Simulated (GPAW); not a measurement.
# PbS (Galena) (Fm-3m) in GPAW: reference runs

Aim: a first look at PbS (Galena) with PBE, on the cell as given and on a disturbed one.

Everything below comes from runs of GPAW 26.7.0. Logs are shortened: lines on timing, memory, paths and dates and some standing lists are left out, and cuts for length are marked. The log counts tension as positive stress, the text compression.

## (1) The crystal as given

It takes space group Fm-3m (No. 225, cubic). Conventional cell: a = 5.931 Å, b = 5.931 Å, c = 5.931 Å, α = 90.00°, β = 90.00°, γ = 90.00°. Around Pb (site symmetry m-3m) lie 6 S at 2.97 Å. S (site symmetry m-3m) has 6 Pb at 2.97 Å as nearest neighbours.

## (2) Single point, PBE

run.py reads:

```python
from ase import Atoms
from ase.dft.bandgap import bandgap
from ase.io import write
from ase.units import GPa
from gpaw import GPAW, PW

atoms = Atoms(['Pb', 'S'],
              cell=[[0.0, 2.96575, 2.96575],
                    [2.96575, 0.0, 2.96575],
                    [2.96575, 2.96575, 0.0]],
              scaled_positions=[[0.0, 0.0, 0.0],
                                [0.5, 0.5, 0.5]],
              pbc=True)

calc = GPAW(mode=PW(600),
            xc='PBE',
            kpts={'size': (8, 8, 8), 'gamma': True},
            occupations={'name': 'fermi-dirac', 'width': 0.05},
            nbands=19,
            convergence={'density': 1e-05, 'energy': 1e-05},
            maxiter=150,
            txt='gpaw.txt')
atoms.calc = calc
energy = atoms.get_potential_energy()
forces = atoms.get_forces()
stress = atoms.get_stress()
calc.write('gs.gpw')
write('result.traj', atoms)
print(f'Energy: {energy:.6f} eV')
print('Forces (eV/A):')
print(forces.round(4))
print('Stress (GPa):', (stress / GPa).round(3))
print('Fermi level:', round(calc.get_fermi_level(), 4), 'eV')
print(f'Gap: {bandgap(calc)[0]:.4f} eV, direct: {bandgap(calc, direct=True)[0]:.4f} eV')
```

Potentials or basis: GPAW PAW data sets (gpaw-data 1.2.1), pw.

The run is started by

```bash
$ OMP_NUM_THREADS=1 python run.py
```

gpaw.txt:

```text
__  _  _
 | _ |_)|_||  |
 |__||  | ||/\| - 26.7.0

Input parameters:
  mode=PW(ecut=600.0),
  convergence={'density': 1e-05, 'energy': 1e-05},
  kpts=MonkhorstPack(size=(8, 8, 8), gamma=True),
  maxiter=150,
  nbands=19,
  occupations=Occupations(name='fermi-dirac', width=0.05),
  xc=XC(name='PBE')

Diagonalizing LCAO Hamiltonian
Converting LCAO to pw mode

                S

       Pb

Atoms  # Å, Bohr magnetons
|   | symbol |        x |        y |        z |    initial magnetic moments |
|---|--------|----------|----------|----------|-----------------------------|
| 0 |     Pb | 0.000000 | 0.000000 | 0.000000 | ( 0.0000,  0.0000,  0.0000) |
| 1 |      S | 2.965750 | 2.965750 | 2.965750 | ( 0.0000,  0.0000,  0.0000) |

Unit cell  # Å
| periodic |        x |        y |        z |  lengths |    angles |
|----------|----------|----------|----------|----------|-----------|
|      yes | 0.000000 | 2.965750 | 2.965750 | 4.194204 | 60.000000 |
|      yes | 2.965750 | 0.000000 | 2.965750 | 4.194204 | 60.000000 |
|      yes | 2.965750 | 2.965750 | 0.000000 | 4.194204 | 60.000000 |

Number of symmetries: 48
Symmetry operations  # r_c * U_cc + t_c -> r_c
|    | kind |            matrix            |
|----|------|------------------------------|
|  0 |  σ   |  1, 0, 0,  1, 0,-1,  1,-1, 0 |
|  1 |  C2  |  1, 0, 0,  1,-1, 0,  1, 0,-1 |
|  2 |  E   |  1, 0, 0,  0, 1, 0,  0, 0, 1 |
|  3 |  σ   |  1, 0, 0,  0, 0, 1,  0, 1, 0 |
|  4 |  C4  |  1, 0,-1,  1, 0, 0,  1,-1, 0 |
|  5 |  S6  |  1, 0,-1,  1,-1, 0,  1, 0, 0 |
|  6 |  σ   |  1, 0,-1,  0, 1,-1,  0, 0,-1 |
|  7 |  C3  |  1, 0,-1,  0, 0,-1,  0, 1,-1 |
|  8 |  S6  |  1,-1, 0,  1, 0, 0,  1, 0,-1 |
|  9 |  C4  |  1,-1, 0,  1, 0,-1,  1, 0, 0 |
| 10 |  C3  |  1,-1, 0,  0,-1, 1,  0,-1, 0 |
| 11 |  σ   |  1,-1, 0,  0,-1, 0,  0,-1, 1 |
| 12 |  σ   |  0, 1, 0,  1, 0, 0,  0, 0, 1 |
| 13 |  C4  |  0, 1, 0,  0, 1,-1, -1, 1, 0 |
| 14 |  C3  |  0, 1, 0,  0, 0, 1,  1, 0, 0 |
| 15 |  S6  |  0, 1, 0, -1, 1, 0,  0, 1,-1 |
| 16 |  C2  |  0, 1,-1,  1, 0,-1,  0, 0,-1 |
| 17 |  σ   |  0, 1,-1,  0, 1, 0, -1, 1, 0 |
| 18 |  S4  |  0, 1,-1,  0, 0,-1,  1, 0,-1 |
| 19 |  C4  |  0, 1,-1, -1, 1, 0,  0, 1, 0 |
| 20 |  C3  |  0, 0, 1,  1, 0, 0,  0, 1, 0 |
| 21 |  σ   |  0, 0, 1,  0, 1, 0,  1, 0, 0 |
| 22 |  S6  |  0, 0, 1,  0,-1, 1, -1, 0, 1 |
| 23 |  C4  |  0, 0, 1, -1, 0, 1,  0,-1, 1 |
| 24 |  S4  |  0, 0,-1,  1, 0,-1,  0, 1,-1 |
| 25 |  C3  |  0, 0,-1,  0, 1,-1,  1, 0,-1 |
| 26 |  C2  |  0, 0,-1,  0,-1, 0, -1, 0, 0 |
| 27 |  S6  |  0, 0,-1, -1, 0, 0,  0,-1, 0 |
| 28 |  S4  |  0,-1, 1,  1,-1, 0,  0,-1, 0 |
| 29 |  C4  |  0,-1, 1,  0, 0, 1, -1, 0, 1 |
| 30 |  C2  |  0,-1, 1,  0,-1, 0,  1,-1, 0 |
| 31 |  σ   |  0,-1, 1, -1, 0, 1,  0, 0, 1 |
| 32 |  C3  |  0,-1, 0,  1,-1, 0,  0,-1, 1 |
| 33 |  S6  |  0,-1, 0,  0, 0,-1, -1, 0, 0 |
| 34 |  S4  |  0,-1, 0,  0,-1, 1,  1,-1, 0 |
| 35 |  C2  |  0,-1, 0, -1, 0, 0,  0, 0,-1 |
| 36 |  C2  | -1, 1, 0,  0, 1, 0,  0, 1,-1 |
| 37 |  S6  | -1, 1, 0,  0, 1,-1,  0, 1, 0 |
| 38 |  S4  | -1, 1, 0, -1, 0, 1, -1, 0, 0 |
| 39 |  C3  | -1, 1, 0, -1, 0, 0, -1, 0, 1 |
| 40 |  S6  | -1, 0, 1,  0, 0, 1,  0,-1, 1 |
| 41 |  C2  | -1, 0, 1,  0,-1, 1,  0, 0, 1 |
| 42 |  C3  | -1, 0, 1, -1, 1, 0, -1, 0, 0 |
| 43 |  S4  | -1, 0, 1, -1, 0, 0, -1, 1, 0 |
| 44 |  C2  | -1, 0, 0,  0, 0,-1,  0,-1, 0 |
| 45 |  i   | -1, 0, 0,  0,-1, 0,  0, 0,-1 |
| 46 |  σ   | -1, 0, 0, -1, 1, 0, -1, 0, 1 |
| 47 |  C2  | -1, 0, 0, -1, 0, 1, -1, 1, 0 |

BZ-sampling:
  Number of BZ points: 512
  Number of IBZ points: 29

  Monkhorst-Pack size: [8, 8, 8]
  Monkhorst-Pack shift: [0.0625, 0.0625, 0.0625]

K-points  # in reciprocal-cell coordinates
|     |                                coordinates |     weight |
|-----|--------------------------------------------|------------|
|   0 | (  0.00000000,   0.00000000,   0.00000000) | 0.00195312 |
|   1 | (  0.12500000,   0.12500000,   0.00000000) | 0.01171875 |
|   2 | (  0.12500000,   0.12500000,   0.12500000) | 0.01562500 |
|   3 | (  0.25000000,   0.12500000,   0.12500000) | 0.02343750 |
|   4 | (  0.25000000,   0.25000000,   0.00000000) | 0.01171875 |
|   5 | (  0.25000000,   0.25000000,   0.12500000) | 0.04687500 |
|   6 | (  0.25000000,   0.25000000,   0.25000000) | 0.01562500 |
|   7 | (  0.37500000,   0.25000000,  -0.37500000) | 0.04687500 |
|   8 | (  0.37500000,   0.25000000,   0.12500000) | 0.04687500 |
|   9 | (  0.37500000,   0.25000000,   0.25000000) | 0.04687500 |
| ... |                                            |            |
|  28 | (  0.50000000,   0.50000000,   0.50000000) | 0.00781250 |

Plane wave coefficients: 1807
Cutoff: 600.0 eV

Spin-components: 1 (collinear spins)
Bands:           19
Projectors:      11
Spin-degeneracy: 2
Datatype:        complex128

Density:
  Valence electrons: 20.0
  Components: 1
  Grid points: [24 24 24]
  Charge: 0.0  # |e|

Potential:
  Grid points: [24 24 24]

species:
  Pb:
    name:    Lead
    Z:       82.0
    valence: 14
    core:    68
    charge:  0.0  # [|e|]
    compensation charges:
      type: gauss
      rc: 0.38  # [Å]
      lmax: 2
    cutoffs:
      filter: 2.36  # [Å]
      core: 2.43  # [Å]
    projectors
    | kind |    occ | energy [eV] | rcut [Å] |
    |------|--------|-------------|----------|
    |   6s |  2.000 |     -11.969 |    1.259 |
    |   6p |  2.000 |      -3.506 |    1.275 |
    |   5d | 10.000 |     -21.211 |    1.217 |
    |    s |        |      15.243 |    1.259 |
    |    p |        |      23.705 |    1.275 |
    |    d |        |       6.001 |    1.217 |

    Using partial waves for Pb as LCAO basis

  S:
    name:    Sulfur
    Z:       16.0
    valence: 6
    core:    10
    charge:  0.0  # [|e|]
    compensation charges:
      type: gauss
      rc: 0.24  # [Å]
      lmax: 2
    cutoffs:
      filter: 1.77  # [Å]
      core: 1.66  # [Å]
    projectors
    | kind |    occ | energy [eV] | rcut [Å] |
    |------|--------|-------------|----------|
    |   3s |  2.000 |     -17.254 |    0.974 |
    |   3p |  4.000 |      -7.008 |    0.979 |
    |    s |        |       9.957 |    0.974 |
    |    p |        |      20.203 |    0.979 |
    |    d |        |       0.000 |    0.900 |

    Using partial waves for S as LCAO basis

Reference energy: -578132.083262  # eV

eigensolver:
  PPCG
  Converge bands: occupied
  niter=2

density mixing:
  MSR1-Mixer
  Pratt-step length: 0.05
  Maximum mixing coefficient: 0.75
  Old densities: 10
  SVD Regularization: 0.005
  Good broyden scale: 1.0
  Trust region scale: 1.0
  Backstep threshold: 4.0
  History deletion threshold: 6.0
  Fourier metric: weight=20.0, sigma=0.015

occupation numbers:
  Fermi-Dirac:
    width: 0.0500  # eV

poisson solver:
  ecut: 4800.0  # eV

xc functional:
  name: PBE with 2 nearest neighbor stencil

convergence criteria:
- Maximum integral of absolute [dens]ity change: 1e-05 electrons / valence electron
- Maximum [total energy] change in last 3 cyles: 1e-05 eV / valence electron
- Maximum integral of absolute [eigenst]ate change: 4e-08 eV^2 / valence electron
maximum number of iterations: 150

SCF iterations
|iter     | |      energy | eigst |  dens |
|---------|-|-------------|-------|-------|
|iter:   1| |   -9.404908 | -0.15 |       |
|iter:   2| |   -9.296448 | -1.96 | -1.16 |
|iter:   3| |   -8.969022 | -1.65 | -1.21 |
|iter:   4| |   -8.971156 | -3.75 | -1.81 |
|iter:   5| |   -8.972242 | -4.21 | -2.16 |
|iter:   6| |   -8.972281 | -5.53 | -3.15 |
|iter:   7| |   -8.972287c| -6.56 | -3.63 |
|iter:   8| |   -8.972287c| -7.59c| -4.45 |
|iter:   9| |   -8.972287c| -7.61c| -5.18c|

Converged in 9 steps
Energy contributions relative to reference atoms: (reference = -578132.083262)

Energy contributions:
  Kinetic:          18.607475
  Coulomb:         -18.978374
  Zero:              0.045966
  External:          0.000000
  Xc:               -8.647214
  Entropy:          -0.000281
  Spinorbit:         0.000000
  ----------------------------
  Free energy:      -8.972428
  Extrapolated:     -8.972287

dipole moment: (-25.074775, -25.074775, -25.074775)  # |e|*Ang

Fermi level: 6.426
Eigenvalues  # (at kpt = [0.000, 0.000, 0.000])
| band index |      eig [eV] | occ [0-2] |
|------------|---------------|-----------|
|          0 |       -10.580 |     2.000 |
|        ... |               |           |
|          2 |       -10.580 |     2.000 |
|          3 |       -10.571 |     2.000 |
|          4 |       -10.571 |     2.000 |
|          5 |        -7.359 |     2.000 |
|          6 |         0.258 |     2.000 |
|          7 |         4.051 |     2.000 |
|          8 |         4.051 |     2.000 |
|          9 |         4.051 |     2.000 |
|         10 |        11.415 |     0.000 |
|         11 |        11.415 |     0.000 |
|         12 |        11.415 |     0.000 |
|         13 |        12.934 |     0.000 |
|         14 |        12.934 |     0.000 |
|         15 |        12.934 |     0.000 |
|         16 |        14.927 |     0.000 |
|         17 |        15.283 |     0.000 |
|         18 |        15.293 |     0.000 |

Gap: 0.308 eV
Transition (v -> c):
  (s=0, k=28, n=9, [0.50, 0.50, 0.50]) -> (s=0, k=28, n=10, [0.50, 0.50, 0.50])
No difference between direct/indirect transitions

Forces  # eV/Ang
|        x |       y |        z |
|----------|---------|----------|
|  0.00000 | 0.00000 |  0.00000 |  # Pb   0
| -0.00000 | 0.00000 | -0.00000 |  # S    1

Stress tensor  # eV/Ang^3
|         x |         y |         z |
|-----------|-----------|-----------|
| -0.012404 |  0.000000 |  0.000000 |
|  0.000000 | -0.012404 |  0.000000 |
|  0.000000 |  0.000000 | -0.012404 |

# Writing to gs.gpw (mode='')
```

Run time: 19 s. Hardware: 1 thread of Arm Neoverse V1, shared host; peak memory 0.16 GiB.

What came out:

* Free energy: -8.9724 eV
* Pressure: 2.0 GPa
* Band gap on the k mesh: 0.31 eV, direct

Caveat: spin-orbit coupling is left out, which as a rule narrows the gap of such compounds by several tenths of an eV. A k mesh can miss the band edges.

## (3) Single point, PBE (atoms moved at random, drawn with an rms of 0.05 Å)

run.py: that of step 2 with these lines changed.

```diff
@@ -1,4 +1,3 @@
-from ase import Atoms
 from ase.dft.bandgap import bandgap
-from ase.io import write
+from ase.io import read, write
 from ase.units import GPa
@@ -6,9 +5,3 @@
 
-atoms = Atoms(['Pb', 'S'],
-              cell=[[0.0, 2.96575, 2.96575],
-                    [2.96575, 0.0, 2.96575],
-                    [2.96575, 2.96575, 0.0]],
-              scaled_positions=[[0.0, 0.0, 0.0],
-                                [0.5, 0.5, 0.5]],
-              pbc=True)
+atoms = read('PbS.xyz')
```

PbS.xyz reads:

```xyz
2
Lattice="0.0000000000 2.9657500000 2.9657500000 2.9657500000 0.0000000000 2.9657500000 2.9657500000 2.9657500000 0.0000000000" Properties=species:S:1:pos:R:3 pbc="T T T"
Pb     0.0343582138     -0.0408917610      0.0069665468
S      2.9726690948      2.9387794695      2.9632735988
```

Potentials or basis: GPAW PAW data sets (gpaw-data 1.2.1), pw.

The run is started by

```bash
$ OMP_NUM_THREADS=1 python run.py
```

gpaw.txt:

```text
__  _  _
 | _ |_)|_||  |
 |__||  | ||/\| - 26.7.0

Input parameters:
  mode=PW(ecut=600.0),
  convergence={'density': 1e-05, 'energy': 1e-05},
  kpts=MonkhorstPack(size=(8, 8, 8), gamma=True),
  maxiter=150,
  nbands=19,
  occupations=Occupations(name='fermi-dirac', width=0.05),
  xc=XC(name='PBE')

Diagonalizing LCAO Hamiltonian
Converting LCAO to pw mode

                S

       Pb

Atoms  # Å, Bohr magnetons
|   | symbol |        x |         y |        z |    initial magnetic moments |
|---|--------|----------|-----------|----------|-----------------------------|
| 0 |     Pb | 0.034358 | -0.040892 | 0.006967 | ( 0.0000,  0.0000,  0.0000) |
| 1 |      S | 2.972669 |  2.938779 | 2.963274 | ( 0.0000,  0.0000,  0.0000) |

Unit cell  # Å
| periodic |        x |        y |        z |  lengths |    angles |
|----------|----------|----------|----------|----------|-----------|
|      yes | 0.000000 | 2.965750 | 2.965750 | 4.194204 | 60.000000 |
|      yes | 2.965750 | 0.000000 | 2.965750 | 4.194204 | 60.000000 |
|      yes | 2.965750 | 2.965750 | 0.000000 | 4.194204 | 60.000000 |

Number of symmetries: 1
Symmetry operations  # r_c * U_cc + t_c -> r_c
|   | kind |            matrix            |
|---|------|------------------------------|
| 0 |  E   |  1, 0, 0,  0, 1, 0,  0, 0, 1 |

BZ-sampling:
  Number of BZ points: 512
  Number of IBZ points: 260

  Monkhorst-Pack size: [8, 8, 8]
  Monkhorst-Pack shift: [0.0625, 0.0625, 0.0625]

K-points  # in reciprocal-cell coordinates
|     |                                coordinates |     weight |
|-----|--------------------------------------------|------------|
|   0 | (  0.00000000,   0.00000000,   0.00000000) | 0.00195312 |
|   1 | (  0.00000000,   0.00000000,   0.12500000) | 0.00390625 |
|   2 | (  0.00000000,   0.00000000,   0.25000000) | 0.00390625 |
|   3 | (  0.00000000,   0.00000000,   0.37500000) | 0.00390625 |
|   4 | (  0.00000000,   0.00000000,   0.50000000) | 0.00195312 |
|   5 | (  0.00000000,   0.12500000,  -0.37500000) | 0.00390625 |
|   6 | (  0.00000000,   0.12500000,  -0.25000000) | 0.00390625 |
|   7 | (  0.00000000,   0.12500000,  -0.12500000) | 0.00390625 |
|   8 | (  0.00000000,   0.12500000,   0.00000000) | 0.00390625 |
|   9 | (  0.00000000,   0.12500000,   0.12500000) | 0.00390625 |
| ... |                                            |            |
| 259 | (  0.50000000,   0.50000000,   0.50000000) | 0.00195312 |

Plane wave coefficients: 1807
Cutoff: 600.0 eV

Spin-components: 1 (collinear spins)
Bands:           19
Projectors:      11
Spin-degeneracy: 2
Datatype:        complex128

Density:
  Valence electrons: 20.0
  Components: 1
  Grid points: [24 24 24]
  Charge: 0.0  # |e|

Potential:
  Grid points: [24 24 24]

species:
  Pb:
    name:    Lead
    Z:       82.0
    valence: 14
    core:    68
    charge:  0.0  # [|e|]
    compensation charges:
      type: gauss
      rc: 0.38  # [Å]
      lmax: 2
    cutoffs:
      filter: 2.36  # [Å]
      core: 2.43  # [Å]
    projectors
    | kind |    occ | energy [eV] | rcut [Å] |
    |------|--------|-------------|----------|
    |   6s |  2.000 |     -11.969 |    1.259 |
    |   6p |  2.000 |      -3.506 |    1.275 |
    |   5d | 10.000 |     -21.211 |    1.217 |
    |    s |        |      15.243 |    1.259 |
    |    p |        |      23.705 |    1.275 |
    |    d |        |       6.001 |    1.217 |

    Using partial waves for Pb as LCAO basis

  S:
    name:    Sulfur
    Z:       16.0
    valence: 6
    core:    10
    charge:  0.0  # [|e|]
    compensation charges:
      type: gauss
      rc: 0.24  # [Å]
      lmax: 2
    cutoffs:
      filter: 1.77  # [Å]
      core: 1.66  # [Å]
    projectors
    | kind |    occ | energy [eV] | rcut [Å] |
    |------|--------|-------------|----------|
    |   3s |  2.000 |     -17.254 |    0.974 |
    |   3p |  4.000 |      -7.008 |    0.979 |
    |    s |        |       9.957 |    0.974 |
    |    p |        |      20.203 |    0.979 |
    |    d |        |       0.000 |    0.900 |

    Using partial waves for S as LCAO basis

Reference energy: -578132.083262  # eV

eigensolver:
  PPCG
  Converge bands: occupied
  niter=2

density mixing:
  MSR1-Mixer
  Pratt-step length: 0.05
  Maximum mixing coefficient: 0.75
  Old densities: 10
  SVD Regularization: 0.005
  Good broyden scale: 1.0
  Trust region scale: 1.0
  Backstep threshold: 4.0
  History deletion threshold: 6.0
  Fourier metric: weight=20.0, sigma=0.015

occupation numbers:
  Fermi-Dirac:
    width: 0.0500  # eV

poisson solver:
  ecut: 4800.0  # eV

xc functional:
  name: PBE with 2 nearest neighbor stencil

convergence criteria:
- Maximum integral of absolute [dens]ity change: 1e-05 electrons / valence electron
- Maximum [total energy] change in last 3 cyles: 1e-05 eV / valence electron
- Maximum integral of absolute [eigenst]ate change: 4e-08 eV^2 / valence electron
maximum number of iterations: 150

SCF iterations
|iter     | |      energy | eigst |  dens |
|---------|-|-------------|-------|-------|
|iter:   1| |   -9.404376 | -0.16 |       |
|iter:   2| |   -9.296012 | -1.95 | -1.16 |
|iter:   3| |   -8.968853 | -1.65 | -1.21 |
|iter:   4| |   -8.970971 | -3.74 | -1.81 |
|iter:   5| |   -8.972054 | -4.21 | -2.16 |
|iter:   6| |   -8.972094 | -5.52 | -3.15 |
|iter:   7| |   -8.972100c| -6.55 | -3.63 |
|iter:   8| |   -8.972100c| -7.56c| -4.45 |
|iter:   9| |   -8.972100c| -7.61c| -5.18c|

Converged in 9 steps
Energy contributions relative to reference atoms: (reference = -578132.083262)

Energy contributions:
  Kinetic:          18.621479
  Coulomb:         -18.989775
  Zero:              0.046039
  External:          0.000000
  Xc:               -8.649716
  Entropy:          -0.000254
  Spinorbit:         0.000000
  ----------------------------
  Free energy:      -8.972227
  Extrapolated:     -8.972100

dipole moment: (0.529776, 24.434073, 0.105295)  # |e|*Ang

Fermi level: 6.426
Eigenvalues  # (at kpt = [0.000, 0.000, 0.000])
| band index |      eig [eV] | occ [0-2] |
|------------|---------------|-----------|
|          0 |       -10.580 |     2.000 |
|        ... |               |           |
|          2 |       -10.580 |     2.000 |
|          3 |       -10.571 |     2.000 |
|          4 |       -10.571 |     2.000 |
|          5 |        -7.360 |     2.000 |
|          6 |         0.259 |     2.000 |
|          7 |         4.049 |     2.000 |
[... 9 lines left out ...]
|         17 |        15.285 |     0.000 |
|         18 |        15.296 |     0.000 |

Gap: 0.311 eV
Transition (v -> c):
  (s=0, k=4, n=9, [0.00, 0.00, 0.50]) -> (s=0, k=4, n=10, [0.00, 0.00, 0.50])
No difference between direct/indirect transitions

Forces  # eV/Ang
|        x |        y |        z |
|----------|----------|----------|
| -0.01078 |  0.00550 | -0.00373 |  # Pb   0
|  0.01085 | -0.00553 |  0.00376 |  # S    1

Stress tensor  # eV/Ang^3
|         x |         y |         z |
|-----------|-----------|-----------|
| -0.012594 |  0.000024 | -0.000017 |
|  0.000024 | -0.012451 |  0.000008 |
| -0.000017 |  0.000008 | -0.012424 |

# Writing to gs.gpw (mode='')
```

Run time: 2.5 min. Hardware: 1 thread of Arm Neoverse V1, shared host; peak memory 0.37 GiB.

What came out:

| Item | Value |
| --- | --- |
| Free energy | -8.9722 eV |
| Pressure | 2.0 GPa |
| Largest force | 0.013 eV/Å |
| Band gap on the k mesh | 0.31 eV, direct |

Forces on the atoms (eV/Å):
```
Pb  -0.011  0.005 -0.004
S    0.011 -0.006  0.004
```

Caveat: spin-orbit coupling is left out, which as a rule narrows the gap of such compounds by several tenths of an eV. A k mesh can miss the band edges.
